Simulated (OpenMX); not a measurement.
Runs of OpenMX 3.8.5 on Ba. The structure is cubic, space group Im-3m (No. 229). The conventional cell has a = 5.013 Å, b = 5.013 Å, c = 5.013 Å, α = 90.00°, β = 90.00°, γ = 90.00°. Ba (site symmetry m-3m) is surrounded by 8 Ba at 4.34 Å. 

```tsv
level	gap on the mesh (eV)	pressure (GPa)
PBE+D4	none	-0.2
PBE	none	(a)
PBE+D3	none	-0.1
PBE+D3(BJ)	none	-0.3
```

Alike in all rows: task single point; potentials or basis OpenMX 2013 PBE set, Ba10.0-s3p2d2, grid cutoff 300 Ry; no spin polarisation; cell as given; k mesh 7 × 7 × 7; smearing fermi-dirac 0.05 eV.

Problem. Fill in the values left out.

Solution. (a) 0.2.

Caveats: the basis of atomic orbitals isn't converged, which shifts pressures, moduli and gaps; pairwise dispersion overbinds metals, which lowers pressure and volume (some runs).

A k mesh can miss the band edges, and the runs leave out spin-orbit coupling on Ba.

A gap of «none» marks a metal or a gap under the smearing width.
